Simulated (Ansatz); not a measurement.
System: cubic perovskite LaAlO3 (cubic high-temperature phase). Method: PBE0 (plane waves, PAW; Ansatz, a program for electronic structure).

Settings: plane-wave cutoff 460 eV, 6×6×6 k mesh, Fermi–Dirac smearing 0.01 eV, scalar-relativistic PAW data made under PBE.

Response to compression and expansion:

| V (Å³/atom) | P (GPa) | direct gap at Γ (eV) | smallest gap on the k mesh (eV) |
|---|---|---|---|
| 10.230 | 12.40 | 5.823 | 5.731 |
| 10.499 | 5.89 | 5.799 | 5.674 |
| 10.861 | -1.62 | 5.762 | 5.598 |
| 11.037 | -4.84 | 5.743 | 5.562 |
| 11.307 | -9.25 | 5.711 | 5.507 |

The fundamental gap (5.62 eV at the equilibrium volume, on the SCF mesh) lies elsewhere than Γ–Γ.

Note: the relaxation could not lower the start's symmetry, so the cell can be a saddle point above a distorted one.

Spin–orbit coupling is not included.
